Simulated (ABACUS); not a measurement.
La:

```
CELL_PARAMETERS angstrom
3.75000 0.00000 0.00000
-1.87500 3.24760 0.00000
0.00000 0.00000 6.07000
ATOMIC_POSITIONS crystal
La 0.66667 0.33333 0.75000
La 0.33333 0.66667 0.25000
```

This isn't the form of La at room conditions, which is double hcp.

* Program: ABACUS 3.10.1
* Task: single point
* Functional: PBE
* Potentials or basis: PseudoDojo NC SR 0.4.1 PBE standard
* Cutoff: 1510 eV
* Density cutoff: 6041 eV
* Basis: plane waves
* k mesh: 8 × 8 × 5
* Occupations: fermi-dirac, width 0.05 eV
* Spin: no spin polarisation

On this cell: pressure 0.7 GPa; largest force under 0.003 eV/Å; band gap on the k mesh none (metal or under the smearing width).

The same run follows on a disturbed copy (atoms moved at random, drawn with an rms of 0.05 Å):

```
CELL_PARAMETERS angstrom
3.75000 0.00000 0.00000
-1.87500 3.24760 0.00000
0.00000 0.00000 6.07000
ATOMIC_POSITIONS crystal
La 0.66078 0.31229 0.74326
La 0.33264 0.65901 0.25161
```

Question: What does the disturbed cell give?

Answer: The energy (extrapolated to zero smearing) moves by +0.9 meV/atom; pressure 0.7 GPa; largest force 0.071 eV/Å; band gap on the k mesh none (metal or under the smearing width).

Forces on the atoms (eV/Å):
```
La  -0.001  0.001  0.071
La   0.001 -0.001 -0.071
```

Stress tensor (GPa, compression positive):
```
0.72 0.01 0.00
0.01 0.86 0.02
0.00 0.02 0.47
```
